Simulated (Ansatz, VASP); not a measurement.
## One calculation of Ti, two programs

INCAR

```
  PREC = Accurate
  ENCUT = 520
  EDIFF = 1E-6
  ISMEAR = 1
  SIGMA = 1.0
  LREAL = F
  LASPH = T
  NELM = 100
  ALGO = Normal
  ISIF = 2
  LWAVE = F
  LCHARG = F
  GGA = CA
  NBANDS = 19
```

KPOINTS

```
Automatic mesh
0
Gamma
  13 13 7
```

File POSCAR:

```
Ti
1.0
    2.8638698861      0.0000000000      0.0000000000
   -1.4319349430      2.4801840745      0.0000000000
    0.0000000000      0.0000000000      4.5399943151
Ti
2
Direct
    0.3333333333      0.6666666667      0.2500000000
    0.6666666667      0.3333333333      0.7500000000
```

Input for Ansatz:

```yaml
crystal:
  lattice:
    - [2.8638698861, 0.0, 0.0]
    - [-1.431934943, 2.4801840745, 0.0]
    - [0.0, 0.0, 4.5399943151]
  atoms:
    - { symbol: Ti, position: [0.3333333333, 0.6666666667, 0.25] }
    - { symbol: Ti, position: [0.6666666667, 0.3333333333, 0.75] }
hamiltonian:
  xc: lda
  pseudopotentials:
    kind: paw
    azcp:
      Ti: "pseudopotentials/Ti.paw.azcp"
basis:
  ecutwfc: 420
  fft_grid_basis: typed
kpoints:
  mp_grid: { grid: [13, 13, 7], shift: [0, 0, 0] }
magnetization:
  spin_polarized: false
scf:
  occupations: { method: methfessel_paxton, width: 1.0 }
  lower_state_search: "off"
output:
  stress: true
```

Alike in both runs: task single point; functional LDA; k mesh 13 × 13 × 7; occupations methfessel-paxton of order 1, width 1 eV; no spin polarisation.

|  | VASP | Ansatz |
| --- | --- | --- |
| version | VASP 6.6.1 | Ansatz 0.2.0 |
| potentials or method | VASP PAW LDA potentials, release 64 (Ti_sv) | plane waves (420 eV) with PAW, scalar-relativistic |
| plane-wave cutoff (eV) | 520 | 420 |
| valence electrons in the cell | 24 | 24 |

```csv
,VASP,Ansatz,Ansatz less VASP
pressure (GPa),-0.5,-0.4,+0.11
largest component of the traceless stress (GPa),0.62,0.60,-0.019
```

Ansatz warned: «pseudo_functional_mismatch».
